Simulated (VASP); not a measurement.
# AlRu (Pm-3m) in VASP: further runs, part 3 of 3

VASP 6.6.1. The steps go on from the part before.

**6. Elastic constants, LDA**

The input, POSCAR:

```
AlRu
1.0
    2.9916000000      0.0000000000      0.0000000000
    0.0000000000      2.9916000000      0.0000000000
    0.0000000000      0.0000000000      2.9916000000
Ru Al
1 1
Direct
    0.5000000000      0.5000000000      0.5000000000
    0.0000000000      0.0000000000      0.0000000000
```

The input, INCAR.step1:

```
SYSTEM = AlRu
ALGO = Normal ; EDIFF = 1E-8
EDIFFG = -0.002 ; ENCUT = 600
GGA = CA ; IBRION = 2
ISIF = 3 ; ISMEAR = -1
LASPH = .TRUE. ; LCHARG = .FALSE.
LREAL = .FALSE. ; LWAVE = .FALSE.
NELM = 60 ; NSW = 40
PREC = Accurate ; SIGMA = 0.05
```

The input, INCAR.step2:

```
SYSTEM = AlRu
ALGO = Normal ; EDIFF = 1E-8
ENCUT = 600 ; GGA = CA
IBRION = 6 ; ISIF = 3
ISMEAR = -1 ; LASPH = .TRUE.
LCHARG = .FALSE. ; LREAL = .FALSE.
LWAVE = .FALSE. ; NELM = 60
NFREE = 2 ; NSW = 1
POTIM = 0.015 ; PREC = Accurate
SIGMA = 0.05
```

The input, KPOINTS:

```
k-points
0
G
  7 7 7
  0 0 0
```

Potentials or basis: VASP PAW LDA potentials, release 64 (Ru_pv, Al).

Command:

```console
> cat potpaw_LDA.64/Ru_pv/POTCAR potpaw_LDA.64/Al/POTCAR > POTCAR
> cp INCAR.step1 INCAR
> mpirun -np 1 vasp_std > vasp.out
> cp CONTCAR POSCAR
> cp INCAR.step2 INCAR
> mpirun -np 1 vasp_std > vasp.out
```

OUTCAR:

```text
SYSTEM = AlRu
   EDIFF = 1E-8
   ENCUT = 600
   GGA = CA
   IBRION = 6
   ISIF = 3
   ISMEAR = -1
   LASPH = .TRUE.
   LREAL = .FALSE.
   NELM = 60
   NFREE = 2
   NSW = 1
   POTIM = 0.015
   PREC = Accurate

 ion  position               nearest neighbor table
   1  0.500  0.500  0.500-   2 2.56   2 2.56   2 2.56   2 2.56   2 2.56   2 2.56   2 2.56   2 2.56

   2  0.000  0.000  0.000-   1 2.56   1 2.56   1 2.56   1 2.56   1 2.56   1 2.56   1 2.56   1 2.56

  LATTYP: Found a simple cubic cell.
 ALAT       =     2.9560949277

  Lattice vectors:

[... 783 lines left out ...]
          X           Y           Z          XY          YZ          ZX
  --------------------------------------------------------------------------------
  x     0.00000     0.00000     0.00000     0.00000     0.00000     0.00000
  y     0.00000     0.00000     0.00000     0.00000     0.00000     0.00000
  z     0.00000     0.00000     0.00000     0.00000     0.00000     0.00000

 INTERNAL STRAIN TENSOR FOR ION    2 for displacements in x,y,z  (eV/Angst):
          X           Y           Z          XY          YZ          ZX
  --------------------------------------------------------------------------------
  x     0.00000     0.00000     0.00000     0.00000     0.00000     0.00000
  y     0.00000     0.00000     0.00000     0.00000     0.00000     0.00000
  z     0.00000     0.00000     0.00000     0.00000     0.00000     0.00000

 Eigenvectors and eigenvalues of the dynamical matrix
 ----------------------------------------------------

   1 f  =    9.740159 THz    61.199222 2PiTHz  324.896722 cm-1    40.282041 meV
             X         Y         Z           dx          dy          dz
      1.478047  1.478047  1.478047    -0.459037    0.000000   -0.000000
      0.000000  0.000000  0.000000     0.888417   -0.000000    0.000000
[... 21 lines left out ...]
   6 f/i=    0.000112 THz     0.000706 2PiTHz    0.003750 cm-1     0.000465 meV
             X         Y         Z           dx          dy          dz
      1.478047  1.478047  1.478047    -0.888417    0.000000   -0.000000
      0.000000  0.000000  0.000000    -0.459037   -0.000000    0.000000

--------------------------------------------------------------------------------------------------------

 ELASTIC MODULI CONTR FROM IONIC RELAXATION (kBar)
 Direction    XX          YY          ZZ          XY          YZ          ZX
 --------------------------------------------------------------------------------
 XX           0.0000      0.0000      0.0000      0.0000      0.0000      0.0000
 YY           0.0000      0.0000      0.0000      0.0000      0.0000      0.0000
 ZZ           0.0000      0.0000      0.0000      0.0000      0.0000      0.0000
 XY           0.0000      0.0000      0.0000      0.0000      0.0000      0.0000
 YZ           0.0000      0.0000      0.0000      0.0000      0.0000      0.0000
 ZX           0.0000      0.0000      0.0000      0.0000      0.0000      0.0000
 --------------------------------------------------------------------------------

 TOTAL ELASTIC MODULI (kBar)
 Direction    XX          YY          ZZ          XY          YZ          ZX
 --------------------------------------------------------------------------------
 XX        3434.5195   1768.3414   1768.3414     -0.0000     -0.0000     -0.0000
 YY        1768.3414   3434.5195   1768.3414      0.0000     -0.0000     -0.0000
 ZZ        1768.3414   1768.3414   3434.5195     -0.0000      0.0000     -0.0000
 XY          -0.0000      0.0000     -0.0000   1254.8870      0.0000      0.0000
 YZ          -0.0000     -0.0000      0.0000      0.0000   1254.8870      0.0000
 ZX          -0.0000     -0.0000     -0.0000      0.0000      0.0000   1254.8870
 --------------------------------------------------------------------------------
```

Run time: 2 min. Hardware: 1 thread of AMD EPYC 9R45 (Zen 5), shared host; peak memory 0.16 GiB.

Results:

```
Relaxed volume                                          : 12.92 Å³/atom
Relaxed cell                                            : a = 2.956 Å, b = 2.956 Å, c = 2.956 Å, α = 90.00°, β = 90.00°, γ = 90.00°
Space group after relaxing (to 0.05 Å)                  : Pm-3m (No. 221)
Elastic constants C11, C12, C44                         : 343, 177, 125 GPa
Voigt bulk modulus                                      : 232 GPa
Highest phonon frequency at Γ, LO-TO splitting left out : 325 cm⁻¹
```

The path:
```tsv
step	energy change (eV)	largest force (eV/Å)	pressure (GPa)	volume (Å³)
1	0.0000	0.0000	-7.66	26.77
2	0.0436	0.0000	15.39	24.37
3	-0.0232	0.0000	-0.14	25.85
4	-0.0232	0.0000	0.02	25.83
```

Final structure:
```
Ru Al
1.0
     2.95609    0.00000    0.00000
     0.00000    2.95609    0.00000
     0.00000    0.00000    2.95609
Ru Al
1 1
Cartesian
  1.4780 1.4780 1.4780
  0.0000 0.0000 0.0000
```

Phonon frequencies in cm⁻¹ (negative: imaginary):
```tsv
q point	frequencies
(0.000, 0.000, 0.000)	0 0 0 325 325 325
```

Elastic tensor in Voigt notation (GPa, in the Cartesian axes of the cell as first typed):
```
343 177 177   0   0   0
177 343 177   0   0   0
177 177 343   0   0   0
  0   0   0 125   0   0
  0   0   0   0 125   0
  0   0   0   0   0 125
```

Clamped-ion elastic tensor (GPa):
```
343 177 177   0   0   0
177 343 177   0   0   0
177 177 343   0   0   0
  0   0   0 125   0   0
  0   0   0   0 125   0
  0   0   0   0   0 125
```

**7. For comparison**

An earlier run on the cell as given: functional PBEsol; potentials or basis VASP PAW PBE potentials, release 64 (Ru_pv, Al); cutoff 520 eV; k mesh 9 × 9 × 9; occupations fermi-dirac, width 0.05 eV; no spin polarisation.

* Pressure: -3.3 GPa
* Band gap on the k mesh: none (metal or under the smearing width)

**8. Summary**

```tsv
task	level	potentials or basis	U	cell	k mesh	cutoff (eV)	smearing	LDAUTYPE	hund's J	ions in elastic constants	ladder	other keys	gap on the mesh (eV)	pressure (GPa)
density of states	BLYP+D4	VASP PAW PBE potentials, release 64 (Ru_pv, Al)	-	as given	9 × 9 × 9	520	methfessel-paxton 0.2 eV	-	-	-	-	several, not listed	none	-1.3
band structure	PBEsol+D3+U	VASP PAW PBE potentials, release 64 (Ru_sv_GW, Al_GW)	Ru d U = 2 eV, J = 1.0 eV	as given	9 × 9 × 9	550	methfessel-paxton 0.1 eV	2	1	-	-	-	-	-
band structure	revPBE+D3(BJ)+U	VASP PAW PBE potentials, release 54 (Ru, Al)	Ru d U = 4 eV	cell strained at random at fixed volume	9 × 9 × 9	500	methfessel-paxton 0.1 eV	-	-	-	-	MAXMIX = 40; LREAL = Auto	-	-15.1
phonons	LDA	VASP PAW LDA potentials, release 64 (Ru_pv, Al)	-	relaxed	7 × 7 × 7	600	fermi-dirac 0.05 eV	-	-	-	-	-	-	-
elastic constants	LDA	VASP PAW LDA potentials, release 64 (Ru_pv, Al)	-	relaxed	7 × 7 × 7	600	fermi-dirac 0.05 eV	-	-	relaxed	-	-	-	-
single point	PBEsol	VASP PAW PBE potentials, release 64 (Ru_pv, Al)	-	as given	9 × 9 × 9	520	fermi-dirac 0.05 eV	-	-	-	free	-	none	-3.3
```

Alike in all rows: no spin polarisation.

Caveats: the PAW data sets were made with another functional, which shifts forces and pressure a little (some runs); pairwise dispersion overbinds metals, which lowers pressure and volume (some runs); U without spin polarisation on a metal has little footing (some runs); the U is typed as a test and isn't derived for this compound (some runs).

Absolute energies hang on the potentials; compare differences alone.
